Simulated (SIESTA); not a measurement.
# MgSe under changes of volume

One of the cells (20.246 Å³/atom); the others are scaled copies at fixed shape and fractional positions:

```
Se Mg
1.0
     0.00000    2.72550    2.72550
     2.72550    0.00000    2.72550
     2.72550    2.72550    0.00000
Se Mg
1 1
Cartesian
  2.7255 2.7255 2.7255
  0.0000 0.0000 0.0000
```

| Quantity | Value |
| --- | --- |
| Program | SIESTA 5.4.2 |
| Functional | LDA |
| Potentials or basis | PseudoDojo 0.4 standard (LDA files) |
| Basis | DZP (energy shift 0.003 Ry; two zetas on semicore shells) |
| Grid cutoff | 800 Ry |
| Energy shift | 0.003 Ry |
| k mesh | 8 × 8 × 8 |
| Occupations | fermi-dirac, width 0.05 eV |
| Spin | no spin polarisation |

```csv
volume (Å³/atom),energy over the lowest point (meV/atom),pressure (GPa),gap on the mesh (eV)
19.031,17.49,4.8,1.85
19.436,?,?,?
19.841,1.88,1.4,1.79
20.246,0.00,0.1,1.76
20.651,1.69,-1.3,1.74
21.056,6.51,-2.5,1.71
21.461,14.16,-3.6,1.68
```

Task: What does the run at 19.436 Å³/atom give?

Result: Energy over the lowest point 7.60 meV/atom; pressure 3.1 GPa; gap on the mesh 1.82 eV.

Worked out: A Birch-Murnaghan fit of order 3 (a polynomial in V^(-2/3)) to the other rows has its minimum at 20.25 Å³/atom with B0 = V·E''(V) = 69 GPa and B' = 4.0. It gives 7.55 meV/atom at 19.436 Å³/atom, against the run's 7.60, and -dE/dV = 3.1 GPa, against 3.1. A straight line through the other rows of the gap, of slope -1.39 eV per unit of ln V, gives 1.82 eV, against the run's 1.82.

Energies are extrapolated to zero smearing.

Caveats: the basis of atomic orbitals isn't converged, which shifts pressures, moduli and gaps.

A mesh can miss the band edges. Spin-orbit coupling on Se is left out.
